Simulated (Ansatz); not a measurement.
A run of Ansatz 0.2.0:

File input.yaml:

```yaml
crystal:
  lattice:
    - [3.5432, 0.0, 0.0]
    - [-1.7716, 3.0685012107, 0.0]
    - [0.0, 0.0, 5.0388]
  atoms:
    - { symbol: Pt, position: [0.0, 0.0, 0.0] }
    - { symbol: S, position: [0.6666666667, 0.3333333333, 0.773] }
    - { symbol: S, position: [0.3333333333, 0.6666666667, 0.227] }
hamiltonian:
  xc: pbesol
  pseudopotentials: { kind: paw }
kpoints:
  mp_grid: { grid: [8, 8, 6] }
scf:
  occupations: { method: fixed }
output:
  eigenvalues: true
dielectric:
  method: response
```

Potentials or basis: Ansatz PAW.

The run is started by

```console
$ ansatz run input.yaml --threads 2 --pin off --max-ram 5632MiB --backend cpu --events-out ev --progress --plain --runs-dir out
```

Hardware: 2 threads of Arm Neoverse V1, with other jobs on the host.

**Question.** Estimate the wall time of this run.

**Answer.** It took 110 s on 2 threads of Arm Neoverse V1, on a shared host, peak memory 0.8 GiB. Counts: scf iterations 13, plane waves 1043, k points 114, bands 19.
